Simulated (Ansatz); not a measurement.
**A computed series for BeO: pressure series**

Base system: BeO in the wurtzite structure (space group P6_3mc, No. 186).

```xyz
4
Lattice="2.6902 0.0000 0.0000 -1.3451 2.3298 0.0000 0.0000 0.0000 4.3694" Properties=species:S:1:pos:R:3 pbc="T T T"
Be     1.3451     0.7766     0.0063
Be     0.0000     1.5532     2.1910
O      1.3451     0.7766     2.7254
O      0.0000     1.5532     0.5407
```

Cell and atoms are relaxed at each pressure.

Method: r2SCAN in Ansatz (plane waves to 500 eV, PAW, scalar-relativistic without spin-orbit coupling), earlier PAW set.

Candidates:
(a) pressure 3 GPa
(b) pressure 7.5 GPa
(c) pressure 5 GPa
(d) pressure −2 GPa
(e) pressure 0.3 GPa

Before the change:

```
Property    Value
--------  -------
Band gap  8.55 eV
```

Task: Order them by band gap, highest first.

Result: (b) pressure 7.5 GPa (8.90 eV), (c) pressure 5 GPa (8.79 eV), (a) pressure 3 GPa (8.70 eV), (e) pressure 0.3 GPa (8.57 eV), (d) pressure −2 GPa (8.45 eV)

Load acts through the strain it causes; cell and atoms are relaxed under it. Whether these cells are dynamically stable was not tested. Competing high-pressure phases were not computed.

Ansatz is a quantum-chemistry and plane-wave program.
